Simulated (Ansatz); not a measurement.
# BaTiO3, a database entry at a rescaled volume

```
Ba Ti O
1.0
     3.96589    3.95504    0.00000
     3.94422   -3.95504    0.00000
     0.01084    0.01081    3.95503
Ba Ti O
2 2 6
Direct
  0.00000 0.00000 0.00000
  0.50000 0.50000 0.00000
  0.48530 0.00000 0.48530
  0.98530 0.50000 0.48530
  0.00880 0.50000 0.01850
  0.50880 0.00000 0.01850
  0.26365 0.75485 0.50880
  0.76365 0.25485 0.50880
  0.26365 0.24515 0.50880
  0.76365 0.74515 0.50880
```

Level: r2SCAN, collinear spin; 500 eV; 3×3×5 Γ-centred mesh; fermi-dirac occupations (width 0.1183 eV); Ansatz 0.2.0, fixed geometry.

The state carries no moments; the state need not be the lowest.

Task: Is it stable against the elements?

Result: -3.39 eV an atom against the elements' usual phases (free molecules for gases, crystals otherwise, with no correction for O₂ or N₂), so it is bound against them; other compounds may still compete. Relaxing would lower it.

Task: Which element gives electrons and which takes them?

Result: Bader charges in e: Ba +1.57, Ti +2.29, O -1.29. In the mean Ti gives up most and O takes most.

Task: What is the band gap?

Result: The gap is 2.91 eV, indirect or between spins (the least direct gap found is 2.97 eV). A semilocal functional usually gives too small a gap.

Task: Is the cell too large or too small?

Result: The pressure is 9.3 GPa (compression positive), so with the atoms held at these fractions the cell would first expand.

Task: Describe some of the short contacts.

Result: Ti–O at 1.85 Å: least valence density 0.93 e/Å³ and ELF 0.24 there. Ba–O at 2.75 Å: least valence density 0.20 e/Å³ and ELF 0.09 there, a closed-shell (ionic or weak) contact. Both are smooth PAW fields, read partly inside the augmentation spheres.

Origin: a database entry at a rescaled volume. Caveats: the input typed no starting moments.
